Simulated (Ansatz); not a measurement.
MoS2: phonons with PBE

**The experiment to reproduce.**

“Multiwavelength excitation Raman Scattering Analysis of bulk and 2 dimensional MoS2: Vibrational properties of atomically thin MoS2 layers”, 2015, arxiv:1506.03228 reports, for a bulk crystal of MoS2 at 300 K: band gap 1.3 eV (indirect).

MoS2:

```
CELL_PARAMETERS angstrom
3.16900 0.00000 0.00000
-1.58450 2.74443 0.00000
0.00000 0.00000 12.32400
ATOMIC_POSITIONS crystal
Mo 0.66667 0.33333 0.75000
Mo 0.33333 0.66667 0.25000
S 0.66667 0.33333 0.37700
S 0.33333 0.66667 0.87700
S 0.66667 0.33333 0.12300
S 0.33333 0.66667 0.62300
```

| Property | Result |
| --- | --- |
| Program | Ansatz 0.2.0 |
| Task | phonons |
| Functional | PBE |
| Potentials or basis | Ansatz PAW |
| Cutoff | 420 eV (not typed: the program's choice for these potentials) |
| k mesh | 8 × 8 × 2 |
| Occupations | fixed |
| Spin | no spin polarisation |

```
Band gap on the k mesh                                  : 0.98 eV, indirect (least direct gap 1.93 eV)
Electronic dielectric tensor (diagonal)                 : 15.33, 15.33, 6.45
Born charges (mean of the diagonal)                     : Mo -0.88; S +0.44 e
Highest phonon frequency at Γ, LO-TO splitting left out : 463 cm⁻¹
Static dielectric tensor (diagonal)                     : 15.50, 15.50, 6.50
```

Levels at points of the mesh, in eV from the valence-band top:
| k point | band 22 | band 23 | band 24 | band 25 | band 26 | band 27 | band 28 | band 29 | band 30 | band 31 |
| --- | --- | --- | --- | --- | --- | --- | --- | --- | --- | --- |
| (0.00, 0.00, 0.00) | -2.13 | -2.13 | -1.19 | -1.15 | 0.00 | 2.10 | 2.10 | 2.13 | 2.13 | 2.26 |
| (0.00, 0.00, -0.50) | -2.15 | -2.15 | -2.15 | -0.27 | -0.27 | 2.10 | 2.10 | 2.10 | 2.10 | 2.36 |
| (0.00, -0.50, 0.00) | -2.48 | -1.73 | -1.53 | -1.40 | -1.28 | 1.60 | 1.64 | 2.00 | 2.26 | 2.84 |
| (0.00, -0.50, -0.50) | -2.62 | -1.63 | -1.63 | -1.33 | -1.33 | 1.62 | 1.62 | 2.14 | 2.14 | 3.21 |
| (-0.50, 0.00, 0.00) | -2.48 | -1.73 | -1.53 | -1.40 | -1.28 | 1.60 | 1.64 | 2.00 | 2.26 | 2.84 |
| (-0.50, 0.00, -0.50) | -2.62 | -1.63 | -1.63 | -1.33 | -1.33 | 1.62 | 1.62 | 2.14 | 2.14 | 3.21 |

Phonon frequencies in cm⁻¹ (negative: imaginary):
```tsv
q point	frequencies
(0.000, 0.000, 0.000)	0 0 0 30 30 56 278 278 280 280 375 375 375 375 398 404 458 463
```

Electronic dielectric tensor:
```
15.33  0.00  0.00
 0.00 15.33  0.00
 0.00  0.00  6.45
```

Born effective charge tensors (e):
atom 1, Mo
```
-1.00  0.00  0.00
 0.00 -1.00  0.00
 0.00  0.00 -0.64
```
atom 2, Mo
```
-1.00  0.00  0.00
 0.00 -1.00  0.00
 0.00  0.00 -0.64
```
atom 3, S
```
0.50 0.00 0.00
0.00 0.50 0.00
0.00 0.00 0.32
```
atom 4, S
```
0.50 0.00 0.00
0.00 0.50 0.00
0.00 0.00 0.32
```
atom 5, S
```
0.50 0.00 0.00
0.00 0.50 0.00
0.00 0.00 0.32
```
atom 6, S
```
0.50 0.00 0.00
0.00 0.50 0.00
0.00 0.00 0.32
```

Static dielectric tensor, electrons and zone-centre modes:
```
15.50  0.00  0.00
 0.00 15.50  0.00
 0.00  0.00  6.50
```

Run time: 2.1 min on 2 threads of Arm Neoverse V1 (shared host), peak memory 0.96 GiB.

Measured gap of MoS2: 1.3 eV (indirect; 300 K; “Multiwavelength excitation Raman Scattering Analysis of bulk and 2 dimensional MoS2: Vibrational properties of atomically thin MoS2 layers”, 2015, arxiv:1506.03228). This calculation gives 0.98 eV (-0.32 eV). Spin-orbit coupling on Mo is left out. The value is that of PBE on a finite k mesh, which can miss the band edges, without temperature or zero-point motion. Semilocal functionals fall short of measured gaps as a rule.
